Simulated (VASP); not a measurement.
Output of a VASP run:

File OUTCAR:
```
 ion  position               nearest neighbor table
   1  0.000  0.000  0.000-   3 2.22   3 2.22   3 2.22   2 2.22   2 2.22   2 2.22   3 2.22   2 2.22
  LATTYP: Found a face centered cubic cell.
 ALAT       =     5.1174333782
 Subroutine PRICEL returns:
 Original cell was already a primitive cell.
 Subroutine GETGRP returns: Found 48 space group operations
The static configuration has the point symmetry O_h .
The dynamic configuration has the point symmetry O_h .
 Subroutine INISYM returns: Found 48 space group operations
 Subroutine IBZKPT returns following result:
 Found     29 irreducible k-points:

 Following reciprocal coordinates:
            Coordinates               Weight
  0.000000  0.000000  0.000000      1.000000
  0.125000  0.000000  0.000000      8.000000
  0.250000  0.000000  0.000000      8.000000
  0.375000  0.000000  0.000000      8.000000
  0.500000  0.000000  0.000000      4.000000
  0.125000  0.125000  0.000000      6.000000
  0.250000  0.125000  0.000000     24.000000
  0.375000  0.125000  0.000000     24.000000
  0.500000  0.125000  0.000000     24.000000
 -0.375000  0.125000  0.000000     24.000000
 -0.250000  0.125000  0.000000     24.000000
 -0.125000  0.125000  0.000000     12.000000
  0.250000  0.250000  0.000000      6.000000
  0.375000  0.250000  0.000000     24.000000
  0.500000  0.250000  0.000000     24.000000
 -0.375000  0.250000  0.000000     24.000000
 -0.250000  0.250000  0.000000     12.000000
  0.375000  0.375000  0.000000      6.000000
  0.500000  0.375000  0.000000     24.000000
 -0.375000  0.375000  0.000000     12.000000
  0.500000  0.500000  0.000000      3.000000
  0.375000  0.250000  0.125000     24.000000
  0.500000  0.250000  0.125000     48.000000
 -0.375000  0.250000  0.125000     24.000000
  0.500000  0.375000  0.125000     24.000000
 -0.375000  0.375000  0.125000     48.000000
 -0.250000  0.375000  0.125000     24.000000
 -0.375000  0.500000  0.125000     12.000000
 -0.250000  0.500000  0.250000      6.000000
   k-points           NKPTS =     29   k-points in BZ     NKDIM =     29   number of bands    NBANDS=     16
   number of dos      NEDOS =    301   number of ions     NIONS =      3
   total plane-waves  NPLWV =  27000
   dimension x,y,z NGX =    30 NGY =   30 NGZ =   30
   dimension x,y,z NGXF=    60 NGYF=   60 NGZF=   60
   ions per type =               1   2
   PREC   = accura    normal or accurate (medium, high low for compatibility)
   ISTART =      0    job   : 0-new  1-cont  2-samecut
   ICHARG =      2    charge: 1-file 2-atom 10-const
   ISPIN  =      1    spin polarized calculation?
   LNONCOLLINEAR =      F non collinear calculations
   LSORBIT =      F    spin-orbit coupling
   INIWAV =      1    electr: 0-lowe 1-rand  2-diag
   ENCUT  =  600.0 eV  44.10 Ry    6.64 a.u.   7.23  7.23  7.23*2*pi/ulx,y,z
   NELM   =    100;   NELMIN=  2; NELMDL= -5     # of ELM steps
   EDIFF  = 0.1E-06   stopping-criterion for ELM
   LREAL  =      F    real-space projection
   NLSPLINE    = F    spline interpolate recip. space projectors
   LMAXMIX     =    4 max onsite mixed and CHGCAR
   VOSKOWN=      0    Vosko Wilk Nusair interpolation
   EDIFFG = 0.1E-05   stopping-criterion for IOM
   NSW    =      0    number of steps for IOM
   NBLOCK =      1;   KBLOCK =      1    inner block; outer block
   IBRION =     -1    ionic relax: 0-MD 1-quasi-New 2-CG
   NFREE  =      0    steps in history (QN), initial steepest desc. (CG)
   ISIF   =      2    stress and relaxation
   ISYM   =      2    0-nonsym 1-usesym 2-fastsym
   TEIN   =    0.0    initial temperature
   TEBEG  =    0.0;   TEEND  =   0.0 temperature during run
   SMASS  =  -3.00    Nose mass-parameter (am)
   PSTRESS=    0.0 pullay stress
   NELECT =      24.0000    total number of electrons
   EFERMI =   0.00;   METHOD = LEGACY
   ISMEAR =     0;   SIGMA  =   0.05  broadening in eV -4-tet -1-fermi 0-gaus
   IALGO  =     38    algorithm
   LDIAG  =      T    sub-space diagonalisation (order eigenvalues)
...
```

**OSZICAR**
```
       N       E                     dE             d eps       ncg     rms          rms(c)
DAV:   1     0.197403093835E+03    0.19740E+03   -0.15967E+04   936   0.175E+03
DAV:   2    -0.520121644435E+02   -0.24942E+03   -0.24572E+03  1160   0.422E+02
DAV:   3    -0.615836313258E+02   -0.95715E+01   -0.95565E+01  1512   0.847E+01
DAV:   4    -0.619176040984E+02   -0.33397E+00   -0.33394E+00  1192   0.112E+01
DAV:   5    -0.619237100563E+02   -0.61060E-02   -0.61058E-02  1368   0.132E+00    0.248E+01
DAV:   6    -0.451532029062E+02    0.16771E+02   -0.20468E+01  1224   0.428E+01    0.788E+00
DAV:   7    -0.463185371933E+02   -0.11653E+01   -0.22065E+00   984   0.133E+01    0.409E+00
DAV:   8    -0.464012870696E+02   -0.82750E-01   -0.19605E+00  1024   0.150E+01    0.216E+00
DAV:   9    -0.457000197616E+02    0.70127E+00   -0.76232E-01   976   0.103E+01    0.118E+00
DAV:  10    -0.457703133178E+02   -0.70294E-01   -0.35535E-02  1160   0.242E+00    0.922E-01
DAV:  11    -0.457673804961E+02    0.29328E-02   -0.59773E-04  1128   0.308E-01    0.938E-01
DAV:  12    -0.458552058958E+02   -0.87825E-01   -0.98800E-02   944   0.265E+00    0.200E-01
DAV:  13    -0.458556668955E+02   -0.46100E-03   -0.75581E-03  1168   0.862E-01    0.181E-01
DAV:  14    -0.458557690873E+02   -0.10219E-03   -0.71213E-04  1168   0.273E-01    0.123E-01
DAV:  15    -0.458563251079E+02   -0.55602E-03   -0.13754E-03   984   0.291E-01    0.239E-02
DAV:  16    -0.458562051385E+02    0.11997E-03   -0.36929E-04  1192   0.173E-01    0.476E-02
DAV:  17    -0.458563015365E+02   -0.96398E-04   -0.15667E-04   976   0.116E-01    0.904E-03
DAV:  18    -0.458563090949E+02   -0.75584E-05   -0.39939E-06  1184   0.210E-02    0.552E-03
DAV:  19    -0.458563122837E+02   -0.31888E-05   -0.70352E-06  1056   0.244E-02    0.227E-03
DAV:  20    -0.458563124535E+02   -0.16977E-06   -0.55267E-07  1096   0.646E-03    0.828E-04
DAV:  21    -0.458563124302E+02    0.23227E-07   -0.26912E-08   568   0.194E-03
   1 F= -.45856312E+02 E0= -.45856312E+02  d E =-.227119E-24
```

File OUTCAR:
```
------------------------ aborting loop because EDIFF is reached ----------------------------------------
  FORCE on cell =-STRESS in cart. coord.  units (eV):
  Direction    XX          YY          ZZ          XY          YZ          ZX
  --------------------------------------------------------------------------------------
  Total       -0.8408635     -0.8408635     -0.8408635      0.0000000      0.0000000     -0.0000000
  in kB      -40.2105020    -40.2105020    -40.2105020      0.0000000      0.0000000     -0.0000000
  external PRESSURE =     -40.2105020 kB  Pullay stress =       0.0000000 kB
  volume of cell :       33.50
      direct lattice vectors                 reciprocal lattice vectors
     0.000000000  2.558716689  2.558716689    -0.195410458  0.195410458  0.195410458
     2.558716689  0.000000000  2.558716689     0.195410458 -0.195410458  0.195410458
     2.558716689  2.558716689  0.000000000     0.195410458  0.195410458 -0.195410458
 POSITION                                       TOTAL-FORCE (eV/Angst)
 -----------------------------------------------------------------------------------
      0.00000      0.00000      0.00000        -0.000000     -0.000000     -0.000000
      1.27936      1.27936      1.27936        -0.000000     -0.000000     -0.000000
      3.83808      3.83808      3.83808         0.000000      0.000000      0.000000
 -----------------------------------------------------------------------------------
    total drift:                                0.000000     -0.000000      0.000000
  FREE ENERGIE OF THE ION-ELECTRON SYSTEM (eV)
  ---------------------------------------------------
  free  energy   TOTEN  =       -45.8563124302 eV

  energy  without entropy=      -45.8563124302  energy(sigma->0) =      -45.85631243
```
(Selected blocks of OUTCAR.)

POSCAR:
```
ZrO2
1
    0.0000000000     2.5587166891     2.5587166891
    2.5587166891     0.0000000000     2.5587166891
    2.5587166891     2.5587166891     0.0000000000
Zr O
1 2
Direct
  0.0000000000   0.0000000000   0.0000000000
  0.2500000000   0.2500000000   0.2500000000
  0.7500000000   0.7500000000   0.7500000000
```

Question: Reconstruct the remaining input files.

Answer: This is not unique; one that fits is the input of the run itself, r2SCAN meta-GGA, plane waves, VASP's PBE PAW potentials (set 64).

**INCAR**
```
SYSTEM = ZrO2
PREC = Accurate
ENCUT = 600
EDIFF = 1E-7
NELM = 100
ALGO = Normal
LREAL = .FALSE.
LASPH = .TRUE.
ISMEAR = 0
SIGMA = 0.05
METAGGA = R2SCAN
LMIXTAU = .TRUE.
LMAXMIX = 4
LWAVE = .FALSE.
LCHARG = .FALSE.
ISIF = 2
```

KPOINTS:
```
Automatic mesh
0
Gamma
8 8 8
0 0 0
```

POTCAR, in this order: Zr_sv O (PBE.64 set). Program: vasp_std.

The compound is ZrO2 in the fluorite structure, the high-temperature cubic form, which is unstable at 0 K; the monoclinic form is the stable one. This cell was strained or had an atom moved on purpose.
